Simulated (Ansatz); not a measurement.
# BaTe: the cost of one run

The runs shown are made with Ansatz 0.2.0. PAW datasets, plane waves. Spin-unpolarised throughout; all numbers are computed.

### 1 Starting point

The unstrained cell was relaxed with r2SCAN; in each strained cell the atoms were relaxed again with r2SCAN. Names of k-points are those of the unstrained zone, where strain can split equivalent points. First state: no strain.

Space group Fm-3m (No. 225), cubic; conventional cell a = 7.065 Å, 44.08 Å³ an atom. Around Ba lie 6 Te at 3.53 Å; around Te lie 6 Ba at 3.53 Å.

Structure file:

```
Ba Te
1.0
     0.00000    3.53239    3.53239
     3.53239    0.00000    3.53239
     3.53239    3.53239    0.00000
Ba Te
1 1
Direct
  0.00000 0.00000 0.00000
  0.50000 0.50000 0.50000
```

### 2 No strain: PBE

Input file input.yaml:

```yaml
crystal:
  lattice:
    - [0.0, 3.5323868249, 3.5323868249]
    - [3.5323868249, 0.0, 3.5323868249]
    - [3.5323868249, 3.5323868249, 0.0]
  atoms:
    - { symbol: Ba, position: [0.0, 0.0, 0.0] }
    - { symbol: Te, position: [0.5, 0.5, 0.5] }
kpoints:
  mp_grid: { grid: [6, 6, 6] }
  band_path:
    path:
      - [0.0, 0.0, 0.0]
      - [0.5, 0.0, 0.5]
      - [0.625, 0.25, 0.625]
      - [0.375, 0.375, 0.75]
      - [0.5, 0.5, 0.5]
      - [0.5, 0.25, 0.75]
      - [0.0, 0.5, 0.5]
    npoints: 1
hamiltonian:
  xc: pbe
scf:
  occupations: { method: fermi_dirac, width: 0.02 }
  n_extra_bands: 4
output:
  forces: true
  stress: true
  eigenvalues: true
```

Run with:

```console
$ ansatz run input.yaml --threads 2 --pin off --max-ram 2211MiB --backend cpu --events-out ev --progress --plain --runs-dir out
```

What time and memory should one allow on 2 threads of Arm Neoverse N1, shared host?

About 2.5 s, with a peak of 0.41 GiB.
